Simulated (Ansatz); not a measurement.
# GeSb4Te7: experiment and calculation

**Measured values to compare with.**

“Multiple superconducting phases driven by pressure in the topological insulator GeSb4Te7”, 2023, arxiv:2311.14472 reports, for a bulk crystal of GeSb4Te7 at 300 K: lattice constant a 4.23 Å; lattice constant c 23.82 Å.

The results are compared with them further down.

Method: DFT r2SCAN, scalar-relativistic, plane waves, PAW in Ansatz.

Plane waves to 500 eV, a k mesh through Γ of 6×6×2 on the computed 12-atom cell and Gaussian smearing (0.02 eV); no spin polarisation.

Relaxed structure, symmetry kept:

```cif
data_structure
_symmetry_space_group_name_H-M 'P 1'
_symmetry_Int_Tables_number 1
_cell_length_a 4.2869
_cell_length_b 4.2869
_cell_length_c 24.8799
_cell_angle_alpha 90.000
_cell_angle_beta 90.000
_cell_angle_gamma 120.000
_cell_volume 395.97
loop_
_atom_site_label
_atom_site_type_symbol
_atom_site_fract_x
_atom_site_fract_y
_atom_site_fract_z
_atom_site_occupancy
Ge1 Ge 0.00000 0.00000 0.50000 1
Sb1 Sb 0.66667 0.33333 0.91997 1
Sb2 Sb 0.33333 0.66667 0.35110 1
Sb3 Sb 0.33333 0.66667 0.08003 1
Sb4 Sb 0.66667 0.33333 0.64890 1
Te1 Te 0.33333 0.66667 0.85161 1
Te2 Te 0.66667 0.33333 0.14839 1
Te3 Te 0.00000 0.00000 0.71676 1
Te4 Te 0.66667 0.33333 0.43227 1
Te5 Te 0.33333 0.66667 0.56773 1
Te6 Te 0.00000 0.00000 0.00000 1
Te7 Te 0.00000 0.00000 0.28324 1
```

* Space group: P-3m1 (No. 164)
* Volume per atom: 33.00 Å³
* Formation energy from the elements' standard states (uncorrected): -0.115 eV/atom
* Generalised Kohn–Sham band gap: 0.55 eV, indirect from A to (-0.070, 0.000, 0.253)
* Löwdin character of the top 1 eV of the valence band: Te 5p 77 %, Sb 5s 11 %
* Löwdin character of the lowest 1 eV of the conduction band: Sb 5p 46 %, Te 5p 32 %, Ge 4p 11 %, unprojected 5 %
* Electron masses at the edge by Cartesian direction of the standard setting (m_e; degenerate bands sorted by energy; no spin-orbit coupling): x: 0.094; y: 0.10; z: 0.31
* Hole masses at the edge by Cartesian direction of the standard setting (m_e; degenerate bands sorted by energy; no spin-orbit coupling): x: 0.21; y: 0.21; z: 0.44

Spin-orbit coupling is left out, which matters for the bands of heavy elements. Each cell of GeSb4Te7 holds layers, and where no dispersion correction was added their binding is poorly described.

Against the measured lattice constant a of GeSb4Te7, 4.23 Å (300 K; the paper above), the calculated 4.287 Å is off by +1.3 %. The measured value has few digits, which limits the comparison. Against the measured lattice constant c of GeSb4Te7, 23.82 Å (300 K; the paper above), the calculated 24.880 Å is off by +4.4 %. The calculation is for 0 K without zero-point motion.